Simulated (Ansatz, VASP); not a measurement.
**One calculation of Sb, two programs**

```
Sb
1.0
     3.09549    0.00000    0.00000
     0.00000    3.09549    0.00000
     0.00000    0.00000    3.09549
Sb
1
Direct
  0.00000 0.00000 0.00000
```

Change from the starting cell: volume scaled by 0.94.

Alike in both runs: task single point; functional PBE; k mesh 8 × 8 × 8; occupations fermi-dirac, width 0.05 eV; no spin polarisation.

```csv
,VASP,Ansatz
version,VASP 6.6.1,Ansatz 0.2.0
potentials or method,"VASP PAW PBE potentials, release 64 (Sb), cutoff 520 eV","all-electron LAPW, scalar-relativistic"
```

```tsv
	VASP	Ansatz	Ansatz less VASP
gap on the k mesh at the Fermi level (eV)	none	none	-
pressure (GPa)	1.1	1.1	+0.02
```

A gap of «none» marks a metal or a gap that the smearing closes. Ansatz ran all-electron here, so the differences hold the error of VASP's frozen core and of both bases.

The runs have no spin-orbit coupling, so splittings on Sb are missing.
